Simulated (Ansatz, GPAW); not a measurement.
# An Al chain with two Li atoms in line: relaxation, then transmission at several levels

How well does an Al chain with two Li atoms in line conduct once its atoms have relaxed, and how much do cheaper levels lose?

Main program and level: GPAW 26.7.0 and Ansatz 0.2.0; Ansatz plane waves; relaxation of the junction with the lead ends held, in the first sound run; inputs show where later runs differ.

### 1. The structure

The cell holds 16 atoms: 14 Al and 2 Li. Its edges and angles: a = 9.000 Å, b = 9.000 Å, c = 39.387 Å, α = 90.0°, β = 90.0°, γ = 90.0°. Regions: left lead, 7 atoms (7 Al); channel, 2 atoms (2 Li); right lead, 7 atoms (7 Al). Vacuum lies along a and b. The structure is stacked along c, and the current runs across the ab planes.

### 2. Relaxation

Transmission follows bond lengths closely, so the atoms between the held lead ends are relaxed first, from a slightly shaken start that lets symmetry break.

Contents of input.yaml:

```yaml
crystal:
  lattice:
    - [9.0, 0.0, 0.0]
    - [0.0, 9.0, 0.0]
    - [0.0, 0.0, 39.3866]
  atoms:
    - { symbol: Al, position: [0.5, 0.5, 0.0304672147] }
    - { symbol: Al, position: [0.5, 0.5, 0.0914016442] }
    - { symbol: Al, position: [0.5, 0.5, 0.1523360737] }
    - { symbol: Al, position: [0.5, 0.5, 0.2132705032] }
    - { symbol: Al, position: [0.5, 0.5, 0.2742049326] }
    - { symbol: Al, position: [0.4980175877, 0.5021026116, 0.3359310177] }
    - { symbol: Al, position: [0.5034364058, 0.506059487, 0.3957804004] }
    - { symbol: Li, position: [0.501813924, 0.4987792611, 0.4614654361] }
    - { symbol: Li, position: [0.4976538029, 0.5004538745, 0.5367522142] }
    - { symbol: Al, position: [0.4993617633, 0.5037341669, 0.6043607103] }
    - { symbol: Al, position: [0.5019078122, 0.5011504081, 0.6647271338] }
    - { symbol: Al, position: [0.5, 0.5, 0.7257950674] }
    - { symbol: Al, position: [0.5, 0.5, 0.7867294968] }
    - { symbol: Al, position: [0.5, 0.5, 0.8476639263] }
    - { symbol: Al, position: [0.5, 0.5, 0.9085983558] }
    - { symbol: Al, position: [0.5, 0.5, 0.9695327853] }
kpoints:
  mp_grid: { grid: [1, 1, 2] }
hamiltonian:
  xc: pbe
scf:
  occupations: { method: fermi_dirac, width: 0.1 }
relax:
  f_tol: 0.03
  max_steps: 80
  constraints: [{ sites: [0, 1, 2, 3, 4, 11, 12, 13, 14, 15] }]
```

Run with:

```
ansatz run input.yaml --threads 4 --pin off --max-ram 8192MiB --backend cpu --events-out ev --progress --plain --runs-dir out
```

Numbers of over 12 decimals in the logs are rounded to 6 here.

The program printed:

```text
Engine: ansatz 0.2.0, x86_64-unknown-linux-gnu
Pseudopotentials: kind: paw
Pseudopotential: Al, paw, valence charge 3, recommended cutoff 420 eV (normal), Al.paw.azcp
Pseudopotential: Li, paw, valence charge 3, recommended cutoff 420 eV (normal), Li.paw.azcp
Functional definition: PBE
  parameter kappa = 0.804
  parameter beta = 0.066725
  exchange = pbe_x(kappa = kappa, mu = beta*pi^2/3)
  correlation = pbe_c(beta = beta)
Crystal: 16 atoms, lattice volume = 3190.315 Å³
Basis set: ecut = 420 eV, 62271 PW (Γ), exchange–correlation on 128×128×540 points (8 copies of the dense FFT grid, shifted against one another)
Bands: 40, of which v1, the nominal top of the filled ones, is band 24 counted from 1 (23 counted from 0)
Symmetry: 1 space group operations
Space group: P1 (ITA 1), of the structure as read, at distance tolerance 1.5e-4 Å
k-points: 2
Non-local potential: Al, projectors of the file, l = 0: 2, l = 1: 2, l = 2: 1
Non-local potential: Li, projectors of the file, l = 0: 3, l = 1: 2, l = 2: 1
PAW form: soft (Blöchl's): semilocal exchange-correlation on the pseudo side does not see the compensation charge
PAW one-centre angular grid: Al, 110 points (default); XC on 64 Gauss nodes
PAW one-centre angular grid: Li, 110 points (default); XC on 64 Gauss nodes
Initial density: superposition of atomic densities (neutral atoms: chi_scale 0, normalization atom), corrected by the library's trained network
Initial wavefunctions: pseudopotential atomic-orbital guess
Functional: x = pbe(κ = 0.804, μ = 0.219515), c = pbe(β = 0.066725)
SCF iter   1: F=—  HF=-7906.234546 eV  |F-HF|=—  |Δ(HF+E_count)|=         —  Δρ=2.75e-3  dr2=1.07e1  ethr=1.77e-3  ⟨swp⟩=9.5  Hψ=471  notcnv=0
preconditioner: auto → LDOS  [metal: Δε(μ)=0.217 eV  Ē_g=3.909 eV  σ=0.100 eV  W_gap=0.40  n_scr=120 (ndim 8)  ℏωp=4.4 eV  f_vac=0.592  D(μ)=21.06/eV (n_scr^D=76)  β→1.0]
SCF iter   2: F=—  HF=-7906.069541 eV  |F-HF|=—  |Δ(HF+E_count)|=   1.65e-1  Δρ=2.28e-3  dr2=4.71e0  ethr=1.77e-3  ⟨swp⟩=3.0  Hψ=109  notcnv=0
SCF iter   3: F=—  HF=-7905.996663 eV  |F-HF|=—  |Δ(HF+E_count)|=   7.29e-2  Δρ=6.66e-4  dr2=1.37e-1  ethr=1.77e-3  ⟨swp⟩=1.0  Hψ=80  notcnv=0
SCF iter   4: F=—  HF=-7905.992763 eV  |F-HF|=—  |Δ(HF+E_count)|=   3.90e-3  Δρ=4.77e-4  dr2=1.27e-1  ethr=2.85e-4  ⟨swp⟩=1.0  Hψ=96  notcnv=0
SCF iter   5: F=—  HF=-7905.991059 eV  |F-HF|=—  |Δ(HF+E_count)|=   1.70e-3  Δρ=2.66e-4  dr2=4.08e-2  ethr=2.64e-4  ⟨swp⟩=1.0  Hψ=80  notcnv=0
SCF iter   6: F=—  HF=-7905.990521 eV  |F-HF|=—  |Δ(HF+E_count)|=   5.38e-4  Δρ=7.74e-5  dr2=2.30e-3  ethr=8.50e-5  ⟨swp⟩=1.0  Hψ=80  notcnv=0
SCF iter   7: F=—  HF=-7905.990567 eV  |F-HF|=—  |Δ(HF+E_count)|=   4.65e-5  Δρ=1.66e-5  dr2=3.87e-5  ethr=4.79e-6  ⟨swp⟩=1.5  Hψ=81  notcnv=0
SCF iter   8: F=-7905.990577 eV  HF=-7905.990583 eV  |F-HF|=6.07e-6  |Δ(HF+E_count)|=   1.57e-5  Δρ=5.58e-6  dr2=8.92e-6  ethr=4.69e-8  ⟨swp⟩=6.0  Hψ=269  notcnv=0
smearing: bands 23 to 24 share 1.889 electrons (they would hold 2.000 with every lower band full and every higher one empty; bands counted from 0; each is filled to between 0.4631 and 0.4807 of a full level; at each k-point the levels lie within 1.1e-3 eV, against a smearing width of 0.1000 eV). The entropy term TS of this state is 0.8732 eV
SCF 1 converged in 8 iterations: F = -7905.990577 eV  dr2 = 8.92e-6
  greatest PAW one-centre occupation: 1.000 electrons in one spin orbital (limit 2), on the Li atom at site 7 (counted from 0), in its partial waves of l = 0
relax step   1: F+E_penalty+E_count = -7905.99057695 eV  Δ(F+E_penalty+E_count) = +0.000e0 eV  max|allowed force component| = 1.138e0 eV/Å  Δτ_max = 0.0000 Å  (8 SCF iters, dr2 threshold 2.25e-5 eV, accepted)
Initial density: handed on by an earlier stage of this run
Initial wavefunctions: those handed on with the density
iter 1 solved again at ethr=1.76e-3 eV; its pass at ethr=3.10e-3 eV (dr2=8.44e-1 eV) is discarded
SCF iter   1: F=—  HF=-7906.118619 eV  |F-HF|=—  |Δ(HF+E_count)|=         —  Δρ=1.31e-3  dr2=7.93e-1  ethr=1.76e-3  ⟨swp⟩=1.0  Hψ=274  notcnv=0
preconditioner: auto → LDOS  [metal: Δε(μ)=0.008 eV  Ē_g=3.935 eV  σ=0.100 eV  W_gap=0.02  n_scr=120 (ndim 8)  ℏωp=4.4 eV  f_vac=0.586  D(μ)=26.93/eV (n_scr^D=102)  β→1.0]
SCF iter   2: F=—  HF=-7906.085968 eV  |F-HF|=—  |Δ(HF+E_count)|=   3.27e-2  Δρ=4.54e-4  dr2=1.22e-1  ethr=1.65e-3  ⟨swp⟩=1.0  Hψ=80  notcnv=0
SCF iter   3: F=—  HF=-7906.083993 eV  |F-HF|=—  |Δ(HF+E_count)|=   1.98e-3  Δρ=2.12e-4  dr2=1.18e-2  ethr=2.55e-4  ⟨swp⟩=1.0  Hψ=80  notcnv=0
SCF iter   4: F=—  HF=-7906.083869 eV  |F-HF|=—  |Δ(HF+E_count)|=   1.24e-4  Δρ=7.62e-5  dr2=1.57e-3  ethr=2.46e-5  ⟨swp⟩=1.0  Hψ=80  notcnv=0
SCF iter   5: F=—  HF=-7906.083848 eV  |F-HF|=—  |Δ(HF+E_count)|=   2.14e-5  Δρ=2.78e-5  dr2=1.26e-4  ethr=3.27e-6  ⟨swp⟩=1.0  Hψ=80  notcnv=0
SCF iter   6: F=-7906.083862 eV  HF=-7906.083867 eV  |F-HF|=5.25e-6  |Δ(HF+E_count)|=   1.97e-5  Δρ=1.56e-5  dr2=2.93e-5  ethr=1.69e-7  ⟨swp⟩=3.5  Hψ=278  notcnv=0
smearing: bands 23 to 24 share 1.866 electrons (they would hold 2.000 with every lower band full and every higher one empty; bands counted from 0; each is filled to between 0.4541 and 0.4760 of a full level; at each k-point the levels lie within 2.9e-3 eV, against a smearing width of 0.1000 eV). The entropy term TS of this state is 0.8745 eV
SCF 2 converged in 6 iterations: F = -7906.083862 eV  dr2 = 2.93e-5
  greatest PAW one-centre occupation: 1.000 electrons in one spin orbital (limit 2), on the Li atom at site 8 (counted from 0), in its partial waves of l = 0
relax step   2: F+E_penalty+E_count = -7906.08386208 eV  Δ(F+E_penalty+E_count) = -9.329e-2 eV  max|allowed force component| = 1.787e-1 eV/Å  Δτ_max = 0.0819 Å  (6 SCF iters, dr2 threshold 8.10e-5 eV, accepted)
iter 1 solved again at ethr=2.05e-4 eV; its pass at ethr=3.10e-3 eV (dr2=9.82e-2 eV) is discarded
SCF iter   1: F=—  HF=-7906.095140 eV  |F-HF|=—  |Δ(HF+E_count)|=         —  Δρ=6.02e-4  dr2=1.06e-1  ethr=2.05e-4  ⟨swp⟩=1.0  Hψ=243  notcnv=0
preconditioner: auto → LDOS  [metal: Δε(μ)=0.143 eV  Ē_g=3.975 eV  σ=0.100 eV  W_gap=0.31  n_scr=120 (ndim 8)  ℏωp=4.4 eV  f_vac=0.586  D(μ)=27.53/eV (n_scr^D=102)  β→1.0]
SCF iter   2: F=—  HF=-7906.090160 eV  |F-HF|=—  |Δ(HF+E_count)|=   4.98e-3  Δρ=2.34e-4  dr2=2.60e-2  ethr=2.05e-4  ⟨swp⟩=1.0  Hψ=80  notcnv=0
SCF iter   3: F=—  HF=-7906.089742 eV  |F-HF|=—  |Δ(HF+E_count)|=   4.18e-4  Δρ=9.57e-5  dr2=2.49e-3  ethr=5.41e-5  ⟨swp⟩=1.0  Hψ=80  notcnv=0
SCF iter   4: F=—  HF=-7906.089664 eV  |F-HF|=—  |Δ(HF+E_count)|=   7.77e-5  Δρ=2.12e-5  dr2=1.48e-4  ethr=5.18e-6  ⟨swp⟩=1.0  Hψ=80  notcnv=0
SCF iter   5: F=—  HF=-7906.089918 eV  |F-HF|=—  |Δ(HF+E_count)|=   2.54e-4  Δρ=8.61e-6  dr2=1.26e-5  ethr=3.09e-7  ⟨swp⟩=2.0  Hψ=92  notcnv=0
SCF iter   6: F=—  HF=-7906.089921 eV  |F-HF|=—  |Δ(HF+E_count)|=   2.63e-6  Δρ=4.35e-6  dr2=3.96e-6  ethr=4.16e-9  ⟨swp⟩=5.0  Hψ=273  notcnv=0
SCF iter   7: F=-7906.089920 eV  HF=-7906.089921 eV  |F-HF|=5.45e-7  |Δ(HF+E_count)|=   9.05e-8  Δρ=2.09e-6  dr2=9.46e-7  ethr=4.16e-9  ⟨swp⟩=4.0  Hψ=215  notcnv=0
SCF 3 converged in 7 iterations: F = -7906.089920 eV  dr2 = 9.46e-7
relax step   3: F+E_penalty+E_count = -7906.08992021 eV  Δ(F+E_penalty+E_count) = -6.058e-3 eV  max|allowed force component| = 2.709e-2 eV/Å  Δτ_max = 0.0593 Å  (7 SCF iters, dr2 threshold 2.00e-6 eV, accepted)
[... from here on, the SCF cycles and remarks between the steps are left out ...]
relax step   4: F+E_penalty+E_count = -7906.08992085 eV  Δ(F+E_penalty+E_count) = -6.445e-7 eV  max|allowed force component| = 2.706e-2 eV/Å  Δτ_max = 0.0000 Å  (4 SCF iters, accepted)
relax step   5: F+E_penalty+E_count = -7906.11640916 eV  Δ(F+E_penalty+E_count) = -2.649e-2 eV  max|allowed force component| = 2.075e-1 eV/Å  Δτ_max = 0.1993 Å  (10 SCF iters, accepted)
relax step   6: F+E_penalty+E_count = -7906.17879774 eV  Δ(F+E_penalty+E_count) = -6.239e-2 eV  max|allowed force component| = 2.702e-1 eV/Å  Δτ_max = 0.1979 Å  (6 SCF iters, dr2 threshold 4.29e-5 eV, accepted)
relax step   7: F+E_penalty+E_count = -7906.25447452 eV  Δ(F+E_penalty+E_count) = -7.568e-2 eV  max|allowed force component| = 3.171e-1 eV/Å  Δτ_max = 0.1962 Å  (5 SCF iters, dr2 threshold 7.30e-5 eV, accepted)
relax step   8: F+E_penalty+E_count = -7906.30450285 eV  Δ(F+E_penalty+E_count) = -5.003e-2 eV  max|allowed force component| = 1.399e-1 eV/Å  Δτ_max = 0.1954 Å  (6 SCF iters, dr2 threshold 1.00e-4 eV, accepted)
relax step   9: F+E_penalty+E_count = -7906.32484390 eV  Δ(F+E_penalty+E_count) = -2.034e-2 eV  max|allowed force component| = 3.192e-2 eV/Å  Δτ_max = 0.1919 Å  (7 SCF iters, dr2 threshold 3.81e-6 eV, accepted)
relax step  10: F+E_penalty+E_count = -7906.33421175 eV  Δ(F+E_penalty+E_count) = -9.368e-3 eV  max|allowed force component| = 9.846e-2 eV/Å  Δτ_max = 0.1953 Å  (9 SCF iters, accepted)
relax step  11: F+E_penalty+E_count = -7906.33958037 eV  Δ(F+E_penalty+E_count) = -5.369e-3 eV  max|allowed force component| = 8.622e-2 eV/Å  Δτ_max = 0.1949 Å  (8 SCF iters, accepted)
relax step  12: F+E_penalty+E_count = -7906.34497011 eV  Δ(F+E_penalty+E_count) = -5.390e-3 eV  max|allowed force component| = 6.393e-2 eV/Å  Δτ_max = 0.1427 Å  (7 SCF iters, dr2 threshold 5.70e-6 eV, accepted)
relax step  13: F+E_penalty+E_count = -7906.34740034 eV  Δ(F+E_penalty+E_count) = -2.430e-3 eV  max|allowed force component| = 2.121e-2 eV/Å  Δτ_max = 0.1090 Å  (7 SCF iters, dr2 threshold 2.25e-6 eV, accepted)
relax step  14: F+E_penalty+E_count = -7906.34740073 eV  Δ(F+E_penalty+E_count) = -3.913e-7 eV  max|allowed force component| = 2.132e-2 eV/Å  Δτ_max = 0.0000 Å  (3 SCF iters, accepted)
relax step  15: F+E_penalty+E_count = -7906.34805239 eV  Δ(F+E_penalty+E_count) = -6.517e-4 eV  max|allowed force component| = 1.217e-2 eV/Å  Δτ_max = 0.0906 Å  (8 SCF iters, accepted)
SCF iter   1: F=—  HF=-7906.350711 eV  |F-HF|=—  |Δ(HF+E_count)|=         —  Δρ=4.75e-4  dr2=5.43e-2  ethr=1.01e-3  ⟨swp⟩=2.5  Hψ=170  notcnv=0
preconditioner: auto → LDOS  [metal: Δε(μ)=0.117 eV  Ē_g=3.854 eV  σ=0.100 eV  W_gap=0.28  n_scr=120 (ndim 8)  ℏωp=4.4 eV  f_vac=0.576  D(μ)=21.47/eV (n_scr^D=84)  β→1.0]
SCF iter   2: F=—  HF=-7906.347831 eV  |F-HF|=—  |Δ(HF+E_count)|=   2.88e-3  Δρ=1.08e-4  dr2=1.37e-3  ethr=1.13e-4  ⟨swp⟩=1.0  Hψ=96  notcnv=0
SCF iter   3: F=—  HF=-7906.348177 eV  |F-HF|=—  |Δ(HF+E_count)|=   3.45e-4  Δρ=4.70e-5  dr2=3.24e-4  ethr=2.85e-6  ⟨swp⟩=3.0  Hψ=125  notcnv=0
SCF iter   4: F=—  HF=-7906.348211 eV  |F-HF|=—  |Δ(HF+E_count)|=   3.40e-5  Δρ=2.50e-5  dr2=1.31e-4  ethr=6.76e-7  ⟨swp⟩=2.5  Hψ=108  notcnv=0
SCF iter   5: F=—  HF=-7906.348218 eV  |F-HF|=—  |Δ(HF+E_count)|=   7.57e-6  Δρ=8.82e-6  dr2=1.60e-5  ethr=2.74e-7  ⟨swp⟩=1.0  Hψ=80  notcnv=0
SCF iter   6: F=—  HF=-7906.348300 eV  |F-HF|=—  |Δ(HF+E_count)|=   8.14e-5  Δρ=3.95e-6  dr2=4.80e-6  ethr=3.33e-8  ⟨swp⟩=3.0  Hψ=161  notcnv=0
SCF iter   7: F=-7906.348300 eV  HF=-7906.348300 eV  |F-HF|=3.34e-9  |Δ(HF+E_count)|=   3.22e-8  Δρ=8.57e-7  dr2=7.95e-8  ethr=2.08e-10  ⟨swp⟩=4.0  Hψ=310  notcnv=0
SCF 16 converged in 7 iterations: F = -7906.348300 eV  dr2 = 7.95e-8
relax step  16: F+E_penalty+E_count = -7906.34829968 eV  Δ(F+E_penalty+E_count) = -2.473e-4 eV  max|allowed force component| = 7.468e-3 eV/Å  Δτ_max = 0.0589 Å  (7 SCF iters, accepted)
SCF converged after 7 iterations
Free energy (F): -7906.348300 eV
Harris-Foulkes:  -7906.348300 eV  (|F-HF|=3.34e-9)
Internal energy: -7905.632189 eV  (E = F + TS)
E sigma→0 (E₀):  -7905.990244 eV
Entropy (-TS):   -0.716111 eV (-44.757 meV/atom)
Fermi energy:    -2.907084 eV
--- Per-component energies (eV) ---
  E_band       = -456.630069
  E_kinetic    = 304.820006
  E_local      = -1731.866351  (includes V_loc(G=0)·N_el)
  E_nonlocal   = 93.046810
  E_hartree    = 662.924205
  E_xc         = -532.164029
  E_vxc        = -370.641863  (∫ρ·V_xc dr)
  E_paw        = -6585.818005  (= ΣΔE_a)
  E_vpaw       = -77.838719  (= ΣTr[D̂ρ^β])
  E_aug_tail   = -0.000000  (compensation charges beyond the density's cutoff)
  E_ewald      = -116.574825
  E_smearing   = -0.716111  (= −TS)
  E_closure    = 0.000000  (closes the sum)
  Σ components = -7906.348300   (vs F -7906.348300, Δ=0.00e0)
--- Forces (eV/Å), atoms counted from 1 ---
  atom   1  Al     0.00317197    -0.00041686    -0.00094005
  atom   2  Al    -0.03292026     0.00504169    -0.02104996
  atom   3  Al     0.07065419    -0.01096010    -0.15772536
  atom   4  Al    -0.04570609     0.00719787    -0.26256119
  atom   5  Al    -0.01171720     0.00027355     0.85568595
  atom   6  Al     0.00384114     0.00127453    -0.00746824
  atom   7  Al    -0.00084722     0.00019679    -0.00430571
  atom   8  Li     0.00319275    -0.00098253    -0.00090293
  atom   9  Li    -0.00044185     0.00058813     0.00064241
  atom  10  Al    -0.00057934    -0.00002520    -0.00058137
  atom  11  Al    -0.00414572    -0.00118239     0.00429199
  atom  12  Al     0.00260211     0.00136347    -0.83182634
  atom  13  Al     0.05748032    -0.01014295     0.25644572
  atom  14  Al    -0.07441328     0.01293299     0.15056792
  atom  15  Al     0.03225910    -0.00565559     0.01989090
  atom  16  Al    -0.00244098     0.00049383    -0.00011696
  max |Σ_I F_I| component: 4.68e-5 eV/Å
--- Relaxed structure (16 steps of the walk, 16 accepted, 0 SCFs on fresh bases) ---
  F+E_penalty+E_count = -7906.34829968 eV   max|allowed force component| = 7.468e-3 eV/Å
  atoms:
    - { symbol: Al, position: [0.5, 0.5, 0.0304672147] }
    - { symbol: Al, position: [0.5, 0.5, 0.0914016442] }
    - { symbol: Al, position: [0.5, 0.5, 0.152336] }
    - { symbol: Al, position: [0.5, 0.5, 0.213271] }
    - { symbol: Al, position: [0.5, 0.5, 0.2742049326] }
    - { symbol: Al, position: [0.344231, 0.524841, 0.326194] }
    - { symbol: Al, position: [0.485168, 0.501944, 0.382341] }
    - { symbol: Li, position: [0.537560, 0.494346, 0.452205] }
    - { symbol: Li, position: [0.467197, 0.505958, 0.546244] }
    - { symbol: Al, position: [0.515160, 0.498079, 0.616199] }
    - { symbol: Al, position: [0.650293, 0.473522, 0.673045] }
    - { symbol: Al, position: [0.5, 0.5, 0.7257950674] }
    - { symbol: Al, position: [0.5, 0.5, 0.786729] }
    - { symbol: Al, position: [0.5, 0.5, 0.8476639263] }
    - { symbol: Al, position: [0.5, 0.5, 0.9085983558] }
    - { symbol: Al, position: [0.5, 0.5, 0.969533] }
```

It took 1.9 min on 4 threads of AMD EPYC 7R43, shared host; peak memory 2.4 GiB; 7 min of CPU time.

The steps of the relaxation:

```tsv
step	energy less that of the first step (eV)	largest force component (eV/Å)
1	0.0000	1.1381
2	-0.0933	0.1787
3	-0.0993	0.0271
4	-0.0993	0.0271
5	-0.1258	0.2075
6	-0.1882	0.2702
7	-0.2639	0.3171
8	-0.3139	0.1399
9	-0.3343	0.0319
10	-0.3436	0.0985
11	-0.3490	0.0862
12	-0.3544	0.0639
13	-0.3568	0.0212
14	-0.3568	0.0213
15	-0.3575	0.0122
16	-0.3577	0.0075
```

The atoms that moved most (Å):

```tsv
atom	dx	dy	dz	length
Al6	-1.384	0.205	-0.384	1.451
Al11	1.335	-0.249	0.328	1.397
Al7	-0.164	-0.037	-0.529	0.555
Al10	0.142	-0.051	0.466	0.490
Li8	0.322	-0.040	-0.365	0.488
Li9	-0.274	0.050	0.374	0.466
```

Numbers from this step:

- free energy: -7906.3483 eV
- smearing term TS: 0.7161 eV
- symmetry operations: 1

The relaxation lowered the energy of the cell by 0.358 eV.

(Continued in part 2 of 4.)

[Logs are printed without paths, hosts, clocks, repeated set-up lines and the standing remarks that a program may print on its own settings, such as how far it seeks lower states.]

[Hosts, paths, dates, database ids (printed as entryN), source tags and the programs' standing remarks are cut or masked in the printed files.]
